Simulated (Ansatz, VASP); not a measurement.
**Zn in VASP and in Ansatz**

INCAR

```
SYSTEM = Zn
PREC = Accurate
ENCUT = 520
EDIFF = 1E-6
ISMEAR = -1
SIGMA = 0.1
LREAL = .False.
LASPH = .True.
NELM = 80
ALGO = Normal
ISIF = 2
LWAVE = .False.
LCHARG = .True.
LELF = .True.
LVHAR = .True.
NBANDS = 12
```

KPOINTS

```
Automatic mesh
0
Gamma
  15 15 15
  0 0 0
```

Contents of POSCAR:

```
Zn
1.0
    2.3028980705      0.0000000000      0.0000000000
    0.0000000000      2.3028980705      0.0000000000
    0.0000000000      0.0000000000      2.3028980705
Zn
1
Direct
    0.0000000000      0.0000000000      0.0000000000
```

Input for Ansatz:

```yaml
crystal:
  lattice:
    - [2.3028980705, 0.0, 0.0]
    - [0.0, 2.3028980705, 0.0]
    - [0.0, 0.0, 2.3028980705]
  atoms:
    - { symbol: Zn, position: [0.0, 0.0, 0.0] }
kpoints:
  mp_grid: { grid: [15, 15, 15] }
scf:
  occupations: { method: fermi_dirac, width: 0.1 }
hamiltonian:
  xc: lda
  pseudopotentials: { kind: paw }
output:
  forces: true
  stress: true
  eigenvalues: true
  populations: true
  write_density: true
  write_potential: true
  elf: true
  volumetric_format: npy
```

Change from the starting cell: volume scaled by 0.76, PAW files.

Alike in both runs: task single point; functional LDA; k mesh 15 × 15 × 15; occupations fermi-dirac, width 0.1 eV; no spin polarisation.

|  | VASP | Ansatz |
| --- | --- | --- |
| version | VASP 6.6.1 | Ansatz 0.2.0 |
| potentials or method | VASP PAW LDA potentials, release 64 (Zn) | PAW with Ansatz's default frozen-core files, scalar-relativistic |
| plane-wave cutoff (eV) | 520 | 420 |
| valence electrons in the cell | 12 | 12 |

|  | VASP | Ansatz | Ansatz less VASP |
| --- | --- | --- | --- |
| pressure (GPa) | 39.9 | 38.3 | -1.62 |

Caveats: so large a pressure means that the cell lies far from this level's equilibrium, or that cutoff or potentials fall short (VASP).
